A number for an alloy model

A thermodynamic model of an indium-based solder needs an energy for each added element as if that element filled the indium lattice alone. Such an end member is seldom a phase that can be made, so its energy is taken from a calculation. The decision is whether a computed value may go into the model as it stands. That depends on whether the relaxed cell still resembles indium, and the name of the structure type does not settle this.

Elements of groups 15 and 16 in the body-centred tetragonal indium structure (I4/mmm, No. 139), with the cell and atoms relaxed within that symmetry. Ansatz 0.2.0, plane-wave PAW, PBE functional, scalar-relativistic, no spin polarisation, cutoff 420 eV, Gaussian smearing 0.1 eV. Energies are relative to the elements' standard states.

```
element   Z  valence electrons  volume per atom (Å³)  shortest distance (Å)  energy over elements (eV/atom)
      S  16                  6                 24.43                  2.364                           0.465
     As  33                  5                 19.89                  2.730                           0.483
     Se  34                  6                 31.03                  2.638                           0.220
     Sb  51                  5                 27.89                  3.170                           0.300
     Bi  83                  5                 31.95                  3.406                           0.177
```

All five energies are positive, so each element would rather have its own standard structure. The shapes behind these energies differ far more than the common symmetry suggests. Sulfur takes up more volume per atom than arsenic, and selenium more than antimony, although their shortest distances are smaller. A lattice that has short bonds and a large volume must be open somewhere.

Finding the gap

The lattice is a stack of square sheets. Each atom has four neighbours in its own sheet and eight more, four above and four below, because it sits over the centres of the squares in the next sheets. Let d be the shortest distance, V the volume per atom, h the spacing of the sheets, a the edge of the square and c the height of the cell, which holds two sheets. If d is the edge of the square, then

h = V / d²
c/a = 2h / d
second distance = √(d²/2 + h²)

The volumes support this choice of edge. If the eight neighbours in the next sheets were the nearest ones, V could not exceed 0.77 d³, and in every row it does. The volumes alone would still allow the shortest contact to run along the height of the cell. The relaxed cells recorded with the runs rule that out. In all five the edge of the square is the short one, and its length is the shortest distance in the table.

The axial ratio c/a comes out as 3.70 for sulfur and 3.38 for selenium, but 1.96 for arsenic and 1.62 for bismuth, with antimony between these last two. Indium itself has roughly 1.5. The sulfur and selenium cells are therefore separate square nets, more than 4 Å apart. Bismuth comes closest to the indium type: its second distance is only 7% longer than its first.

The tempting answer: heavier means more compact

Heavy p-block elements are more metallic than light ones, and metals like many neighbours. On this view the axial ratio should fall as the atomic number Z rises. It does so within each group, and over all five rows the rank correlation between Z and the axial ratio is −0.9. Judged by that figure alone, the matter would be closed.

Arsenic and selenium reopen it. They are neighbours in the periodic table, with Z of 33 and 34, and selenium is the heavier by a little. Yet its axial ratio is 1.7 times that of arsenic. Atomic weight may shape the trend inside a group, but it can't produce a jump of this size between two adjacent elements, and in the wrong direction.

The sixth electron closes the sheet

What changes from arsenic to selenium is the number of valence electrons, from five to six. The argument that follows is standard bonding theory; the table shows its consequences and not the orbitals themselves. In both groups two electrons fill the s orbital and bond little. The rest go into three p orbitals, two lying in the sheet and one standing upright on it.

With six electrons, the upright p orbital can also take a pair. The two p orbitals in the sheet are left with one electron each, enough for two bonds. Each of these orbitals points at two neighbours, so the two bonds are spread over four contacts as four half bonds. Bonds shared out so evenly leave the bands within the sheet half filled, in keeping with the zero band gap. Towards its neighbours, however, the sheet is saturated: it shows them only filled orbitals. Filled orbitals repel each other at short range, and the sheets stay apart.

With five electrons, all three p orbitals are half filled. The two in the sheet make the same four half bonds, but the upright one still has an electron to share. It can overlap sideways within the sheet, but it is expected to gain more by bonding with atoms of the next sheets, and for that these must come close. In this picture the count of half-filled p orbitals decides whether the cell becomes a pile of sheets or a connected solid.

Arsenic worked through

Pauling's rule turns this picture into distances. A bond that carries only a fraction n of a full bond is longer than a single bond by

Δ = −0.71 Å × log₁₀ n

The constant is empirical. A smaller one is often used for metals, and both distances estimated below would then come out shorter.

For arsenic a rough single-bond length is 2.5 Å. A half bond adds 0.21 Å, which gives a square edge of 2.71 Å; the calculation gives 2.73 Å. The third bond is spread over eight contacts, so each has n = 1/8 and is longer than a single bond by 0.64 Å.

The second distance should then be 3.14 Å, against a computed 3.29 Å. The spacing of the sheets follows from the geometry above:

h = √(3.14² − 2.71²/2) = 2.49 Å
c/a = 2 × 2.49 / 2.71 = 1.84

The computed axial ratio is 1.96, so the estimate is about 6% too small. The single-bond length of arsenic went in as a rough known value; its distances in this lattice did not.

The same half-bond rule gives the square edge of all five elements to within 0.1 Å, about the precision of the single-bond lengths put in. Full single bonds in the sheet would leave every edge too short by 0.2 to 0.3 Å. The sheets of the two groups are thus built alike, and the difference lies in what happens between them.

Where the count of electrons stops

The rule can also be read backwards, from computed distances to fractions of a bond. The fractions around an atom add up to 1.7 and 1.9 for sulfur and selenium, where two bonds are expected. For the three elements of group 15 they add up to between 2.5 and 2.8, where three are expected. An error of 0.05 Å in a single-bond length shifts such a sum by about 15%, so opposite errors of this size could close the gap between selenium and arsenic. The share of the bonding that lies between the sheets is a safer sign, because the single-bond length cancels from it. That share is below 1% in sulfur and selenium, but 24% in arsenic.

The simple recipe fails on the run down group 15. It always puts one bond of three, or 33%, between the sheets. The distances put 24% there for arsenic and 47% for bismuth, with antimony between them at 36%. Electron count explains the step between the groups, but not why bismuth shares its bonding so much more evenly than arsenic.

Here the tempting answer recovers its proper place. In heavier atoms the p orbitals are more diffuse, and a bond loses less when it is stretched or divided among more neighbours. This is a well-known tendency, and the evening-out from arsenic to bismuth agrees with it. Electron count opens or closes the gap between the sheets; weight then adjusts how evenly the contacts are used.

Could the functional have opened the sheets?

There is another explanation of the open cells, and it lies in the method. The PBE functional was used without a correction for dispersion, the weak attraction that holds closed-shell units together. Sheets that have nothing else to hold them will drift too far apart. The wide spacing in sulfur and selenium might then be a fault of the calculation and no fact of chemistry.

A crude test is to keep the square net and push the sheets together until their atoms touch. With rough van der Waals contacts of 3.6 Å for sulfur and 3.8 Å for selenium, the axial ratios fall to about 2.7 and 2.5. Even at 3.4 Å, roughly the distance between neighbouring chains in ordinary selenium, the ratio stays near 2.2. That is still above the 1.96 of arsenic, but no longer by much.

The large volumes fare worse. At van der Waals contact sulfur would occupy about 18 Å³ per atom, less than arsenic, and selenium about 23 Å³, less than antimony. The odd reversal of volumes may therefore be an artefact of the missing attraction. The more open shape of the six-electron cells survives the test, while its extent does not. The test takes for granted, however, that the sheets do not bond to each other.

An open cell need not be a costly one

If distance from the indium shape set the energy, selenium should be among the worst rows. It lies 0.220 eV per atom above its standard state, while the far more compact antimony lies 0.300 eV above its own. Missing dispersion, and a magnetic state that was not tried, could shift the selenium value, so this order is not firm. It still makes the axial ratio a poor guide to cost, as the bonding picture would suggest: drawing saturated sheets apart breaks hardly any bonds.

The energy does fall down each group, by 0.245 eV from sulfur to selenium and by 0.306 eV (0.483 − 0.177) from arsenic to bismuth. The likely cause is what the lattice forbids. In their own structures these elements keep a few short bonds and let the other contacts grow long: sulfur forms rings, selenium chains, and arsenic, antimony and bismuth puckered layers. A tetragonal cell with one atom makes all four contacts in the sheet equal and rules this out.

Giving up the short bonds should cost less in heavier elements, for the same reason that is thought to even out the distances in bismuth. Bonds also become weaker in general down a group, and these energies do not separate the two effects. For bismuth the omitted spin–orbit coupling is large enough to matter, so the size of its last step down should be taken as approximate.

Using the values

For bismuth and antimony the computed energy belongs to a cell that is recognisably of the indium type. Bismuth, at 0.177 eV per atom or about 17 kJ per mole, suits the type best of the five. Both values can serve as first estimates of an end member. They hold for zero temperature and leave out zero-point motion, so the model has to supply the thermal part itself. The relaxation kept the symmetry, however, so neither cell has been shown to resist a distortion.

For selenium and sulfur the listed energy is that of a stack of nets, and an atom dissolved in compact indium does not live in such a stack. Squeezing the cell to indium's axial ratio would raise the energy, provided the relaxed cell is the lowest one of this symmetry. On that condition the listed value is a lower bound for the compact end member within this method, without dispersion or spin, and should not be entered as its energy.

The condition itself is the open question. Each relaxation began from one shape and stopped at one minimum, and a second, compact minimum could exist for the six-electron elements. A scan of the energy against the axial ratio, with dispersion included, would show whether selenium has a true indium-like form at all.
